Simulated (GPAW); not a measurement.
# ZnS (F-43m) in GPAW: further runs

Aim: see how the results for ZnS move with the level of theory and the settings. Levels: BLYP, SCAN, PBE, LDA. Tasks: equation of state, band structure.

All numbers are computed with GPAW 26.7.0; they aren't measurements. Logs are shortened: lines on timing, memory, paths and dates and some standing lists are left out, and cuts for length are marked. The log counts tension as positive stress, the text compression.

**What was measured.**

“Electronic, vibrational, and thermodynamic properties of ZnS (zincblende and rocksalt structure)”, 2009, arxiv:0911.5022 quotes, for a bulk crystal of ZnS: band gap 3.85 eV (direct) at 19 K; bulk modulus 76.9 GPa.

How close the calculation comes is told below.

## Step 1: The crystal as given

The structure is cubic, space group F-43m (No. 216). Conventional cell: a = 5.404 Å, b = 5.404 Å, c = 5.404 Å, α = 90.00°, β = 90.00°, γ = 90.00°. Around Zn (site symmetry -43m) lie 4 S at 2.34 Å. S (site symmetry -43m) has 4 Zn at 2.34 Å as nearest neighbours.

## Step 2: Equation of state, BLYP

The input, run.py:

```python
from ase import Atoms
from ase.eos import EquationOfState
from ase.io import Trajectory
from ase.units import GPa
from gpaw import GPAW, PW, setup_paths

setup_paths.insert(0, '.')

atoms = Atoms(['Zn', 'S'],
              cell=[[0.0, 2.702, 2.702],
                    [2.702, 0.0, 2.702],
                    [2.702, 2.702, 0.0]],
              scaled_positions=[[0.75, 0.75, 0.75],
                                [0.0, 0.0, 0.0]],
              pbc=True)

traj = Trajectory('eos.traj', 'w')
volumes, energies = [], []
for x in [0.94, 0.96, 0.98, 1.0, 1.02, 1.04, 1.06]:
    a = atoms.copy()
    a.set_cell(atoms.cell * x**(1 / 3), scale_atoms=True)
    calc = GPAW(mode=PW(600),
                xc='BLYP',
                kpts={'size': (7, 7, 7), 'gamma': True},
                occupations={'name': 'fermi-dirac', 'width': 0.05},
                nbands=18,
                convergence={'density': 1e-05, 'energy': 1e-05},
                eigensolver='davidson',
                maxiter=150,
                txt=f'eos-{x:.2f}.txt')
    a.calc = calc
    energies.append(a.get_potential_energy(force_consistent=True))
    volumes.append(a.get_volume())
    p = -a.get_stress()[:3].mean() / GPa
    calc.write(f'eos-{x:.2f}.gpw')
    traj.write(a)
    print(f'{x:.2f} {volumes[-1]:10.4f} A^3 {energies[-1]:14.6f} eV {p:9.3f} GPa', flush=True)

v0, e0, B = EquationOfState(volumes, energies, eos='birchmurnaghan').fit()
print(f'V0 = {v0:.4f} A^3, E0 = {e0:.6f} eV, B0 = {B / GPa:.2f} GPa')
```

Potentials or basis: PAW data sets generated in the run's folder for this functional, pw.

Run with:

```bash
> gpaw-setup -f BLYP S Zn
> OMP_NUM_THREADS=1 python run.py
```

What it wrote:

```text
__  _  _
 | _ |_)|_||  |
 |__||  | ||/\| - 26.7.0

Input parameters:
  mode=PW(ecut=600.0),
  convergence={'density': 1e-05, 'energy': 1e-05},
  eigensolver=Davidson(niter=2),
  kpts=MonkhorstPack(size=(7, 7, 7), gamma=True),
  maxiter=150,
  nbands=18,
  occupations=Occupations(name='fermi-dirac', width=0.05),
  xc=XC(name='BLYP')

Diagonalizing LCAO Hamiltonian
Converting LCAO to pw mode

                    Zn

       S

Atoms  # Å, Bohr magnetons
|   | symbol |        x |        y |        z |    initial magnetic moments |
|---|--------|----------|----------|----------|-----------------------------|
| 0 |     Zn | 3.970262 | 3.970262 | 3.970262 | ( 0.0000,  0.0000,  0.0000) |
| 1 |      S | 0.000000 | 0.000000 | 0.000000 | ( 0.0000,  0.0000,  0.0000) |

Unit cell  # Å
| periodic |        x |        y |        z |  lengths |    angles |
|----------|----------|----------|----------|----------|-----------|
|      yes | 0.000000 | 2.646842 | 2.646842 | 3.743199 | 60.000000 |
|      yes | 2.646842 | 0.000000 | 2.646842 | 3.743199 | 60.000000 |
|      yes | 2.646842 | 2.646842 | 0.000000 | 3.743199 | 60.000000 |

Number of symmetries: 24
Symmetry operations  # r_c * U_cc + t_c -> r_c
|    | kind |            matrix            |
|----|------|------------------------------|
|  0 |  E   |  1, 0, 0,  0, 1, 0,  0, 0, 1 |
|  1 |  σ   |  1, 0, 0,  0, 0, 1,  0, 1, 0 |
|  2 |  σ   |  1, 0,-1,  0, 1,-1,  0, 0,-1 |
|  3 |  C3  |  1, 0,-1,  0, 0,-1,  0, 1,-1 |
|  4 |  C3  |  1,-1, 0,  0,-1, 1,  0,-1, 0 |
|  5 |  σ   |  1,-1, 0,  0,-1, 0,  0,-1, 1 |
|  6 |  σ   |  0, 1, 0,  1, 0, 0,  0, 0, 1 |
|  7 |  C3  |  0, 1, 0,  0, 0, 1,  1, 0, 0 |
|  8 |  C2  |  0, 1,-1,  1, 0,-1,  0, 0,-1 |
|  9 |  S4  |  0, 1,-1,  0, 0,-1,  1, 0,-1 |
| 10 |  C3  |  0, 0, 1,  1, 0, 0,  0, 1, 0 |
| 11 |  σ   |  0, 0, 1,  0, 1, 0,  1, 0, 0 |
| 12 |  S4  |  0, 0,-1,  1, 0,-1,  0, 1,-1 |
| 13 |  C3  |  0, 0,-1,  0, 1,-1,  1, 0,-1 |
| 14 |  S4  |  0,-1, 1,  1,-1, 0,  0,-1, 0 |
| 15 |  C2  |  0,-1, 1,  0,-1, 0,  1,-1, 0 |
| 16 |  C3  |  0,-1, 0,  1,-1, 0,  0,-1, 1 |
| 17 |  S4  |  0,-1, 0,  0,-1, 1,  1,-1, 0 |
| 18 |  S4  | -1, 1, 0, -1, 0, 1, -1, 0, 0 |
| 19 |  C3  | -1, 1, 0, -1, 0, 0, -1, 0, 1 |
| 20 |  C3  | -1, 0, 1, -1, 1, 0, -1, 0, 0 |
| 21 |  S4  | -1, 0, 1, -1, 0, 0, -1, 1, 0 |
| 22 |  σ   | -1, 0, 0, -1, 1, 0, -1, 0, 1 |
| 23 |  C2  | -1, 0, 0, -1, 0, 1, -1, 1, 0 |

BZ-sampling:
  Number of BZ points: 343
  Number of IBZ points: 20

  Monkhorst-Pack size: [7, 7, 7]
  Monkhorst-Pack shift: [0, 0, 0]

K-points  # in reciprocal-cell coordinates
|     |                                coordinates |     weight |
|-----|--------------------------------------------|------------|
|   0 | (  0.00000000,   0.00000000,   0.00000000) | 0.00291545 |
|   1 | (  0.14285714,   0.14285714,   0.00000000) | 0.01749271 |
|   2 | (  0.14285714,   0.14285714,   0.14285714) | 0.02332362 |
|   3 | (  0.28571429,   0.14285714,   0.14285714) | 0.03498542 |
|   4 | (  0.28571429,   0.28571429,   0.00000000) | 0.01749271 |
|   5 | (  0.28571429,   0.28571429,   0.14285714) | 0.06997085 |
|   6 | (  0.28571429,   0.28571429,   0.28571429) | 0.02332362 |
|   7 | (  0.42857143,  -0.28571429,  -0.28571429) | 0.03498542 |
|   8 | (  0.42857143,   0.28571429,  -0.42857143) | 0.13994169 |
|   9 | (  0.42857143,   0.28571429,  -0.28571429) | 0.06997085 |
| ... |                                            |            |
|  19 | (  0.42857143,   0.42857143,   0.42857143) | 0.02332362 |

Plane wave coefficients: 1259
Cutoff: 600.0 eV

Spin-components: 1 (collinear spins)
Bands:           18
Projectors:      11
Spin-degeneracy: 2
Datatype:        complex128

Parallelization:
  kpt:    1
  domain: 1
  band:   1

Density:
  Valence electrons: 18.0
  Components: 1
  Grid points: [24 24 24]
  Charge: 0.0  # |e|

Potential:
  Grid points: [24 24 24]

species:
  Zn:
    name:    Zinc
    Z:       30.0
    valence: 12
    core:    18
    charge:  0.0  # [|e|]
    compensation charges:
      type: gauss
      rc: 0.37  # [Å]
      lmax: 2
    cutoffs:
      filter: 2.14  # [Å]
      core: 2.28  # [Å]
    projectors
    | kind |    occ | energy [eV] | rcut [Å] |
    |------|--------|-------------|----------|
    |   4s |  2.000 |      -5.960 |    1.286 |
    |   4p |  0.000 |      -1.110 |    1.270 |
    |   3d | 10.000 |     -10.055 |    1.180 |
    |    s |        |      21.251 |    1.286 |
    |    p |        |      26.102 |    1.270 |
    |    d |        |      17.157 |    1.180 |

    Using partial waves for Zn as LCAO basis

  S:
    name:    Sulfur
    Z:       16.0
    valence: 6
    core:    10
    charge:  0.0  # [|e|]
    compensation charges:
      type: gauss
      rc: 0.24  # [Å]
      lmax: 2
    cutoffs:
      filter: 1.77  # [Å]
      core: 1.66  # [Å]
    projectors
    | kind |    occ | energy [eV] | rcut [Å] |
    |------|--------|-------------|----------|
    |   3s |  2.000 |     -17.111 |    0.974 |
    |   3p |  4.000 |      -6.865 |    0.979 |
    |    s |        |      10.101 |    0.974 |
    |    p |        |      20.346 |    0.979 |
    |    d |        |       0.000 |    0.900 |

    Using partial waves for S as LCAO basis

Reference energy: -59734.185231  # eV

eigensolver:
  Davidson
  Converge bands: occupied
  niter=2

density mixing:
  MSR1-Mixer
  Pratt-step length: 0.05
  Maximum mixing coefficient: 0.75
  Old densities: 10
  SVD Regularization: 0.005
  Good broyden scale: 1.0
  Trust region scale: 1.0
  Backstep threshold: 4.0
  History deletion threshold: 6.0
  Fourier metric: weight=20.0, sigma=0.015

occupation numbers:
  Fermi-Dirac:
    width: 0.0500  # eV

poisson solver:
  ecut: 4800.0  # eV

xc functional:
  name: BLYP with 2 nearest neighbor stencil

convergence criteria:
- Maximum integral of absolute [dens]ity change: 1e-05 electrons / valence electron
- Maximum [total energy] change in last 3 cyles: 1e-05 eV / valence electron
- Maximum integral of absolute [eigenst]ate change: 4e-08 eV^2 / valence electron
maximum number of iterations: 150

SCF iterations
|iter     | |      energy | eigst |  dens |
|---------|-|-------------|-------|-------|
|iter:   1| |   -6.104440 | -0.05 |       |
|iter:   2| |   -6.035418 | -0.97 | -1.16 |
|iter:   3| |   -5.756888 | -1.30 | -1.19 |
|iter:   4| |   -5.708653 | -1.89 | -1.73 |
|iter:   5| |   -5.699230 | -2.88 | -2.02 |
|iter:   6| |   -5.699594 | -3.90 | -2.41 |
|iter:   7| |   -5.699595 | -5.53 | -3.47 |
|iter:   8| |   -5.699599c| -5.93 | -3.83 |
|iter:   9| |   -5.699598c| -7.00 | -4.40 |
|iter:  10| |   -5.699598c| -8.18c| -5.19c|

Converged in 10 steps
Energy contributions relative to reference atoms: (reference = -59734.185231)

Energy contributions:
  Kinetic:          20.928403
  Coulomb:         -17.610008
  Zero:              0.035106
  External:          0.000000
  Xc:               -9.053100
  Entropy:          -0.000000
  Spinorbit:         0.000000
  ----------------------------
  Free energy:      -5.699598
  Extrapolated:     -5.699598

dipole moment: (-14.230845, -14.230845, -14.230845)  # |e|*Ang

Fermi level: 5.816
Eigenvalues  # (at kpt = [0.000, 0.000, 0.000])
| band index |      eig [eV] | occ [0-2] |
|------------|---------------|-----------|
|          0 |        -8.741 |     2.000 |
|          1 |        -1.810 |     2.000 |
|          2 |        -1.810 |     2.000 |
|          3 |        -1.810 |     2.000 |
|          4 |        -1.242 |     2.000 |
|          5 |        -1.242 |     2.000 |
[... 10 lines left out ...]
|         16 |        19.744 |     0.000 |
|         17 |        19.744 |     0.000 |

Gap: 2.386 eV
Transition (v -> c):
  (s=0, k=0, n=8, [0.00, 0.00, 0.00]) -> (s=0, k=0, n=9, [0.00, 0.00, 0.00])
No difference between direct/indirect transitions

Stress tensor  # eV/Ang^3
|         x |         y |         z |
|-----------|-----------|-----------|
| -0.065657 |  0.000000 |  0.000000 |
|  0.000000 | -0.065657 | -0.000000 |
|  0.000000 | -0.000000 | -0.065657 |

# Writing to eos-0.94.gpw (mode='')
```

Run time: 75 s. Hardware: 1 thread of Arm Neoverse V1, shared host; peak memory 0.21 GiB.

What came out:

* Equilibrium volume: 21.11 Å³/atom (rough: see the caveat)
* Bulk modulus: 61 GPa (rough)

Energy against volume, from the lowest point:
```tsv
volume (Å³/atom)	energy (meV/atom)
18.543	75.02
18.938	51.62
19.332	33.19
19.727	19.22
20.121	9.30
20.516	3.01
20.910	0.00
```

Caveat: the minimum lies outside the volumes run.

[end of part 1 of 2]
